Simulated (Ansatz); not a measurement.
KBr built on the NiAs prototype, relaxed with r2SCAN, was run in the plane-wave code Ansatz under altered settings. All numbers are computed, without spin polarisation but where a row says otherwise.

```xyz
4
Lattice="4.5593 0.0000 0.0000 -2.2796 3.9485 0.0000 0.0000 0.0000 8.0201" Properties=species:S:1:pos:R:3 pbc="T T T"
K     0.0000    0.0000    0.0000
K     0.0000    0.0000    4.0100
Br    0.0000    2.6323    2.0050
Br    2.2796    1.3162    6.0150
```

The base run's other keys:
```yaml
kpoints:
  mp_grid: { grid: [6, 6, 2] }
hamiltonian:
  xc: hse06
scf:
  occupations: { method: fixed }
  n_extra_bands: 5
```

It takes 11 iterations with 2877 plane waves at 420 eV and 14 k points, and leaves a mean stress of +0.42 GPa. The gap over this mesh is 5.517 eV. It ran on 4 threads of Arm Neoverse V2, with other jobs on the host.

Outcomes, with energy and stress as changes against the base:
```
                                  setting            outcome  ΔF (meV/atom)  Δ mean stress (GPa)  gap on the mesh (eV)  iterations  wall time
PBE hybrid, exx coeff 0.35, omega 0.3 1/Å          converged              –                 -0.1                 5.673          11       21 s
 PBE hybrid, exx coeff 0.3, omega 0.3 1/Å          converged              –                  0.0                 5.481          10       20 s
   kpoints.mp_grid.shift: [0.5, 0.5, 0.5]  converged, warned            0.0                  0.0                 6.090          11       26 s
                       basis.ecutwfc: 500          converged           -1.4                  0.0                 5.517          11       25 s
```
A dash marks a value that wasn't obtained or can't be compared. Stress is positive in compression. Its mean hides that meshes of lower symmetry stress the axes unequally. The base took 20 s. The base's mesh is coarse for a hybrid, so its own values aren't converged.

- PBE hybrid, exx coeff 0.35, omega 0.3 1/Å. That is 35 % exact exchange, screened with ω = 0.3 1/Å, against HSE06's 25 % screened at 0.208 1/Å. The mean stress moves by -0.1 GPa and the gap on the mesh by +0.156 eV (to 5.673). Totals of different functionals aren't comparable.
- PBE hybrid, exx coeff 0.3, omega 0.3 1/Å. That is 30 % exact exchange, screened with ω = 0.3 1/Å, against HSE06's 25 % screened at 0.208 1/Å. The mean stress moves by 0.0 GPa and the gap on the mesh by -0.036 eV (to 5.481). Totals of different functionals aren't comparable.
- kpoints.mp_grid.shift: [0.5, 0.5, 0.5]. The free energy moves by 0.0 meV an atom, the mean stress by 0.0 GPa and the gap on the mesh by +0.573 eV (to 6.090). The mesh breaks the crystal's symmetry, so the stress, and any force that symmetry no longer fixes, lose it too. The gap changes mostly because other points are sampled; a mesh that misses a band edge overestimates it. Warned: symmetry narrowed by mesh.
- basis.ecutwfc: 500. 3683 plane waves in place of 2877. The free energy moves by -1.4 meV an atom, the mean stress by 0.0 GPa and the gap on the mesh by 0.000 eV (to 5.517). The base cutoff was converged to that degree.

Spin-orbit coupling is left out.

The stress of a hybrid is loosely converged in these runs.

The meshes of the hybrids are coarse, so their gaps aren't converged to the digits shown.
